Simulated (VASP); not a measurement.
# Ga (Cmce) in VASP: notebook, part 2 of 2

VASP 6.6.1. The steps go on from the part before.

## 4. Relaxation of cell and atoms, LDA

File INCAR:

```
SYSTEM = Ga
ALGO     = Normal         ! electronic algorithm
EDIFF    = 1E-6           ! SCF threshold, eV
EDIFFG   = -0.01          ! ionic threshold
ENCUT    = 600            ! plane-wave cutoff, eV
GGA      = CA             ! functional
IBRION   = 2              ! ionic algorithm
ISIF     = 3              ! what is computed and relaxed
ISMEAR   = 1              ! smearing method
KPAR     = 2            
LASPH    = .True.         ! aspherical terms in the spheres
LCHARG   = .False.        ! write CHGCAR
LREAL    = .False.        ! projectors in reciprocal space
LWAVE    = .False.        ! write WAVECAR
NELM     = 80             ! most SCF steps
NSW      = 90             ! ionic steps
PREC     = Accurate       ! precision mode
SIGMA    = 0.1            ! smearing width, eV
```

File KPOINTS:

```
k-points
0
Gamma
  10 10 8
  0 0 0
```

File POSCAR:

```
Ga
1.0
    2.2615000000     -3.8305000000      0.0000000000
    2.2615000000      3.8305000000      0.0000000000
    0.0000000000      0.0000000000      4.5240000000
Ga
4
Direct
    0.8451000000      0.1549000000      0.0810000000
    0.6549000000      0.3451000000      0.5810000000
    0.1549000000      0.8451000000      0.9190000000
    0.3451000000      0.6549000000      0.4190000000
```

Potentials or basis: VASP PAW LDA potentials, release 64 (Ga_d).

On the command line:

```console
$ cat potpaw_LDA.64/Ga_d/POTCAR > POTCAR
$ mpirun -np 2 vasp_std > vasp.out
```

Run time: 20 min. Hardware: 2 MPI ranks of Intel Xeon Platinum 8488C (Sapphire Rapids), shared host; peak memory 0.42 GiB.

Results (log left out):

| Quantity | Value |
| --- | --- |
| Free energy | -14.4220 eV |
| Relaxed volume | 18.42 Å³/atom |
| Relaxed cell | a = 4.357 Å, b = 4.357 Å, c = 4.418 Å, α = 90.00°, β = 90.00°, γ = 118.49° |
| Space group after relaxing (to 0.05 Å) | Cmce (No. 64) |
| Energy gained by relaxing | 15.3 meV/atom |
| Ionic steps | 22 |
| Pressure after relaxing | 0.0 GPa |
| Largest force after relaxing | 0.010 eV/Å |
| Band gap on the k mesh | none (metal or under the smearing width) |

Forces on the atoms (eV/Å):
```
Ga   0.000  0.000  0.010
Ga   0.000  0.000  0.010
Ga   0.000  0.000 -0.010
Ga   0.000  0.000 -0.010
```

Step by step:
| step | energy change (eV) | largest force (eV/Å) | pressure (GPa) | volume (Å³) |
| --- | --- | --- | --- | --- |
| 1 | 0.0000 | 0.1684 | -3.66 | 78.38 |
| 2 | -0.0596 | 0.0338 | 0.29 | 73.41 |
| 3 | -0.0598 | 0.0394 | 0.16 | 73.67 |
| 4 | -0.0597 | 0.0444 | -0.05 | 73.81 |
| 5 | -0.0601 | 0.0291 | -0.02 | 73.84 |
| 6 | -0.0604 | 0.0429 | -0.29 | 73.92 |
| 7 | -0.0606 | 0.0426 | -0.09 | 73.84 |
| 8 | -0.0607 | 0.0424 | -0.03 | 73.77 |
| 9 | -0.0607 | 0.0419 | 0.16 | 73.62 |
| 10 | -0.0607 | 0.0421 | -0.01 | 73.72 |
| 11 | -0.0607 | 0.0418 | 0.05 | 73.68 |
| 12 | -0.0607 | 0.0421 | -0.02 | 73.70 |
| 13 | -0.0609 | 0.0317 | 0.01 | 73.69 |
| 14 | -0.0610 | 0.0187 | -0.06 | 73.68 |
| 15 | -0.0611 | 0.0154 | 0.08 | 73.64 |
| 16 | -0.0611 | 0.0136 | 0.10 | 73.61 |
| 17 | -0.0611 | 0.0100 | 0.16 | 73.55 |
| 18 | -0.0611 | 0.0127 | 0.10 | 73.59 |
| 19 | -0.0612 | 0.0082 | -0.05 | 73.65 |
| 20 | -0.0612 | 0.0112 | 0.07 | 73.64 |
| 21 | -0.0612 | 0.0076 | -0.16 | 73.71 |
| 22 | -0.0612 | 0.0095 | 0.00 | 73.69 |

Final structure:
```yaml
crystal:
  lattice:
    - [2.22776, -3.74402, 0.00000]
    - [2.22776, 3.74402, 0.00000]
    - [0.00000, 0.00000, 4.41770]
  atoms:
    - { symbol: Ga, position: [0.84392, 0.15608, 0.08420] }
    - { symbol: Ga, position: [0.65608, 0.34392, 0.58420] }
    - { symbol: Ga, position: [0.15608, 0.84392, 0.91580] }
    - { symbol: Ga, position: [0.34392, 0.65608, 0.41580] }
```

Levels at points of the mesh, in eV from the Fermi level:
```csv
k point,band 22,band 23,band 24,band 25,band 26,band 27,band 28,band 29,band 30,band 31
"(0.00, 0.00, 0.00)",-4.14,-3.72,-1.80,-1.71,-0.66,0.96,1.11,1.19,5.38,5.71
"(0.50, 0.00, 0.00)",-8.84,-3.40,-3.40,-1.33,-1.33,0.92,0.92,4.46,4.46,5.67
"(0.50, 0.50, 0.00)",-7.41,-4.15,-3.45,-1.55,-1.47,1.22,1.38,3.57,4.03,4.48
"(0.00, 0.00, 0.50)",-9.44,0.00,0.00,0.02,0.02,0.16,0.16,2.29,2.29,4.07
"(0.50, 0.00, 0.50)",-7.29,-6.41,-6.41,-1.52,-1.52,0.68,0.68,7.50,7.50,8.32
"(0.50, 0.50, 0.50)",-7.70,-5.42,-5.42,-1.32,-1.32,-0.98,-0.98,7.19,7.19,8.35
```

## 5. Relaxation of cell and atoms, LDA

This run uses another cell than the first one, of 18.42 Å³/atom, 0.940 times its volume.

Edit INCAR of step 4 so:

```diff
@@ -2,4 +2,4 @@
 ALGO     = Normal         ! electronic algorithm
-EDIFF    = 1E-6           ! SCF threshold, eV
-EDIFFG   = -0.01          ! ionic threshold
+EDIFF    = 1E-7           ! SCF threshold, eV
+EDIFFG   = -0.005         ! ionic threshold
 ENCUT    = 600            ! plane-wave cutoff, eV
```

KPOINTS is that of step 4.

File POSCAR:

```
Ga                                      
1.0
    2.2277625600     -3.7440153578     -0.0000000000
    2.2277625600      3.7440153578      0.0000000000
    0.0000000000     -0.0000000000      4.4176989342
  Ga            
     4
Direct
     0.8439156581934411    0.1560843418065588    0.0842028630277780
     0.6560843418065589    0.3439156581934412    0.5842028630277780
     0.1560843418065588    0.8439156581934411    0.9157971369722220
     0.3439156581934412    0.6560843418065589    0.4157971369722221
```

Potentials or basis: VASP PAW LDA potentials, release 64 (Ga_d).

On the command line:

```console
$ cat potpaw_LDA.64/Ga_d/POTCAR > POTCAR
$ mpirun -np 2 vasp_std > vasp.out
```

OUTCAR:

```text
SYSTEM = Ga
   EDIFF = 1E-7
   EDIFFG = -0.005
   ENCUT = 600
   GGA = CA
   IBRION = 2
   ISIF = 3
   ISMEAR = 1
   LASPH = .True.
   LREAL = .False.
   NELM = 80
   NSW = 90
   PREC = Accurate

 ion  position               nearest neighbor table
   1  0.844  0.156  0.084-   3 2.45   2 2.62   2 2.62   4 2.67   4 2.67   3 2.74   3 2.74
   2  0.656  0.344  0.584-   4 2.45   1 2.62   1 2.62   3 2.67   3 2.67   4 2.74   4 2.74
   3  0.156  0.844  0.916-   1 2.45   4 2.62   4 2.62   2 2.67   2 2.67   1 2.74   1 2.74
   4  0.344  0.656  0.416-   2 2.45   3 2.62   3 2.62   1 2.67   1 2.67   2 2.74   2 2.74

  LATTYP: Found a base centered orthorhombic cell.
 ALAT       =     4.4555251200
 B/A-ratio  =     1.6806168777
 C/A-ratio  =     0.9915102744

  Lattice vectors:

 A1 = (   2.2277625600,  -3.7440153578,   0.0000000000)
[... 376 lines left out ...]

 Free energy of the ion-electron system (eV)
  ---------------------------------------------------
  ext. energy  EPLUGINS =         0.00000000
  ---------------------------------------------------
  free energy    TOTEN  =       -14.42055747 eV

  energy without entropy =      -14.42085801  energy(sigma->0) =      -14.42065765

 E-fermi :   5.2245     XC(G=0): -11.2814

 val. band max:        5.2238654002   @ k =  -0.2000   0.2000   0.5000
 cond. band min:       5.2246099991   @ k =   0.1000   0.0000   0.3750
 fundamental gap:      0.0007445989
 Fermi energy:         5.2244604170

 k-point     1 :       0.0000    0.0000    0.0000
  band No.  band energies     occupation
      1     -10.0075      2.00000
      2     -10.0031      2.00000
      3      -9.9712      2.00000
      4      -9.9499      2.00000
      5      -9.9155      2.00000
      6      -9.8966      2.00000
[... 805 lines left out ...]
     30       7.7797      0.00000
     31       9.9005      0.00000

 [... further k-points ...]
[... 5 lines left out ...]
  --------------------------------------------------------------------------------------
  -------------------------------------------------------------------------------------
  Total       -0.0070925      0.0182883      0.0067563      0.0000000      0.0000000      0.0000000
  in kB       -0.1541691      0.3975299      0.1468600      0.0000000      0.0000000      0.0000000
  external PRESSURE =       0.1300736 kB  Pullay stress =       0.0000000 kB
[... 19 lines left out ...]
  FREE ENERGIE OF THE ION-ELECTRON SYSTEM (eV)
  ---------------------------------------------------
  free  energy   TOTEN  =       -14.4205574663 eV

  energy  without entropy=      -14.4208580103  energy(sigma->0) =      -14.42065765

 reached required accuracy - stopping structural energy minimisation
```

CONTCAR:

```text
Ga
   1.00000000000000
     2.2308819216209144   -3.7403052884686869   -0.0000000000000000
     2.2308819216209144    3.7403052884686869    0.0000000000000000
     0.0000000000000000   -0.0000000000000000    4.4167283649081588
  Ga
     4
Direct
     0.8438868811386315    0.1561131188613684    0.0850563641893281
     0.6561131188613685    0.3438868811386315    0.5850563641893280
     0.1561131188613684    0.8438868811386315    0.9149436358106720
     0.3438868811386315    0.6561131188613685    0.4149436358106720

  0.00000000E+00  0.00000000E+00  0.00000000E+00
  0.00000000E+00  0.00000000E+00  0.00000000E+00
  0.00000000E+00  0.00000000E+00  0.00000000E+00
  0.00000000E+00  0.00000000E+00  0.00000000E+00
```

It took 7.9 min on 2 MPI ranks of Intel Xeon Platinum 8488C (Sapphire Rapids), shared host; peak memory 0.4 GiB.

What came out:

```yaml
Free_energy: -14.4206 eV
Relaxed_volume: 18.43 Å³/atom
Relaxed_cell: a = 4.355 Å, b = 4.355 Å, c = 4.417 Å, α = 90.00°, β = 90.00°, γ = 118.37°
Space_group_after_relaxing_to_0.05_Å: Cmce (No. 64)
Energy_gained_by_relaxing: 0.0 meV/atom
Ionic_steps: 6
Pressure_after_relaxing: 0.0 GPa
Band_gap_on_the_k_mesh: none (metal or under the smearing width)
```

Forces on the atoms (eV/Å):
```
Ga   0.000 -0.001  0.003
Ga   0.000  0.001  0.003
Ga   0.000  0.001 -0.003
Ga   0.000 -0.001 -0.003
```

Final structure:
```xyz
4
Lattice="2.2309 -3.7403 0.0000 2.2309 3.7403 0.0000 0.0000 0.0000 4.4167" Properties=species:S:1:pos:R:3 pbc="T T T"
Ga    2.2309   -2.5725    0.3757
Ga    2.2309   -1.1678    2.5840
Ga    2.2309    2.5725    4.0411
Ga    2.2309    1.1678    1.8327
```

Levels at points of the mesh, in eV from the Fermi level:
```csv
k point,band 23,band 24,band 25,band 26,band 27,band 28,band 29,band 30
"(0.00, 0.00, 0.00)",-3.71,-1.80,-1.73,-0.63,0.95,1.10,1.22,5.38
"(0.50, 0.00, 0.00)",-3.38,-3.38,-1.33,-1.33,0.94,0.94,4.47,4.47
"(0.50, 0.50, 0.00)",-4.16,-3.46,-1.53,-1.46,1.23,1.39,3.56,4.05
"(0.00, 0.00, 0.50)",-0.01,-0.01,0.01,0.01,0.18,0.18,2.31,2.31
"(0.50, 0.00, 0.50)",-6.41,-6.41,-1.50,-1.50,0.69,0.69,7.49,7.49
"(0.50, 0.50, 0.50)",-5.41,-5.41,-1.32,-1.32,-0.99,-0.99,7.21,7.21
```

## 6. Relaxation of cell and atoms, PBEsol

File INCAR:

```
SYSTEM = Ga
ALGO = Normal
EDIFF = 1E-6
EDIFFG = -0.01
ENCUT = 600
GGA = PS
IBRION = 2
ISIF = 3
ISMEAR = 1
KPAR = 2
LASPH = .TRUE.
LCHARG = .FALSE.
LREAL = .FALSE.
LWAVE = .FALSE.
NELM = 80
NSW = 90
PREC = Accurate
SIGMA = 0.1
```

File KPOINTS:

```
k-points
0
G
  10 10 8
  0 0 0
```

File POSCAR:

```
Ga
1.0
    2.2615000000     -3.8305000000      0.0000000000
    2.2615000000      3.8305000000      0.0000000000
    0.0000000000      0.0000000000      4.5240000000
Ga
4
Direct
    0.8451000000      0.1549000000      0.0810000000
    0.6549000000      0.3451000000      0.5810000000
    0.1549000000      0.8451000000      0.9190000000
    0.3451000000      0.6549000000      0.4190000000
```

Potentials or basis: VASP PAW PBE potentials, release 64 (Ga_d).

On the command line:

```console
$ cat potpaw_PBE.64/Ga_d/POTCAR > POTCAR
$ mpirun -np 2 vasp_std > vasp.out
```

It took 12 min on 2 MPI ranks of Intel Xeon Platinum 8488C (Sapphire Rapids), shared host; peak memory 0.45 GiB.

Results (log left out):

```
Free energy                            : -13.4004 eV
Relaxed volume                         : 19.09 Å³/atom
Relaxed cell                           : a = 4.411 Å, b = 4.411 Å, c = 4.467 Å, α = 90.00°, β = 90.00°, γ = 118.52°
Space group after relaxing (to 0.05 Å) : Cmce (No. 64)
Energy gained by relaxing              : 3.5 meV/atom
Ionic steps                            : 14
Pressure after relaxing                : 0.0 GPa
Band gap on the k mesh                 : none (metal or under the smearing width)
```

Forces on the atoms (eV/Å):
```
Ga   0.000  0.001  0.003
Ga   0.000 -0.001  0.003
Ga   0.000 -0.001 -0.003
Ga   0.000  0.001 -0.003
```

Step by step:
```csv
step,energy change (eV),largest force (eV/Å),pressure (GPa),volume (Å³)
1,0.0000,0.1446,-1.57,78.38
2,-0.0129,0.0222,-0.02,76.22
3,-0.0129,0.0165,0.14,76.14
4,-0.0129,0.0209,0.12,76.18
5,-0.0133,0.0158,0.16,76.21
6,-0.0136,0.0212,-0.07,76.27
7,-0.0136,0.0195,0.02,76.26
8,-0.0137,0.0151,0.06,76.30
9,-0.0138,0.0285,-0.07,76.41
10,-0.0138,0.0204,-0.01,76.37
11,-0.0139,0.0154,-0.05,76.39
12,-0.0139,0.0058,-0.12,76.42
13,-0.0140,0.0013,0.07,76.35
14,-0.0140,0.0029,-0.03,76.37
```

Final structure:
```yaml
crystal:
  lattice:
    - [2.25476, -3.79160, 0.00000]
    - [2.25476, 3.79160, 0.00000]
    - [0.00000, 0.00000, 4.46653]
  atoms:
    - { symbol: Ga, position: [0.84402, 0.15598, 0.08359] }
    - { symbol: Ga, position: [0.65598, 0.34402, 0.58359] }
    - { symbol: Ga, position: [0.15598, 0.84402, 0.91641] }
    - { symbol: Ga, position: [0.34402, 0.65598, 0.41641] }
```

Levels at points of the mesh, in eV from the Fermi level:
| k point | band 22 | band 23 | band 24 | band 25 | band 26 | band 27 | band 28 | band 29 | band 30 | band 31 |
| --- | --- | --- | --- | --- | --- | --- | --- | --- | --- | --- |
| (0.00, 0.00, 0.00) | -4.08 | -3.63 | -1.74 | -1.74 | -0.64 | 0.94 | 1.10 | 1.10 | 5.24 | 5.59 |
| (0.50, 0.00, 0.00) | -8.65 | -3.35 | -3.35 | -1.27 | -1.27 | 0.88 | 0.88 | 4.34 | 4.34 | 5.54 |
| (0.50, 0.50, 0.00) | -7.25 | -4.13 | -3.34 | -1.53 | -1.43 | 1.19 | 1.37 | 3.47 | 3.96 | 4.40 |
| (0.00, 0.00, 0.50) | -9.23 | -0.08 | -0.08 | 0.04 | 0.04 | 0.15 | 0.15 | 2.23 | 2.23 | 3.97 |
| (0.50, 0.00, 0.50) | -7.15 | -6.27 | -6.27 | -1.47 | -1.47 | 0.63 | 0.63 | 7.33 | 7.33 | 8.13 |
| (0.50, 0.50, 0.50) | -7.54 | -5.32 | -5.32 | -1.27 | -1.27 | -0.97 | -0.97 | 7.04 | 7.04 | 8.12 |

Caveat: the PAW data sets were made with another functional, which shifts forces and pressure a little.

## 7. The runs side by side

```tsv
level	potentials or basis	k mesh	cutoff (eV)	gap on the mesh (eV)	pressure (GPa)	relaxed volume (Å³/atom)
PBE	VASP PAW PBE potentials, release 64 (Ga)	5 × 5 × 4	300	none	0.0	20.41
LDA	VASP PAW LDA potentials, release 64 (Ga_d)	10 × 10 × 8	600	none	0.0	18.43
PBEsol	VASP PAW PBE potentials, release 64 (Ga_d)	10 × 10 × 8	600	none	0.0	19.09
```

Alike in all rows: task relaxation of cell and atoms; no spin polarisation; cell relaxed; smearing methfessel-paxton 0.1 eV.

Caveats: the PAW data sets were made with another functional, which shifts forces and pressure a little (some runs).

Absolute energies hang on the potentials; compare differences alone.
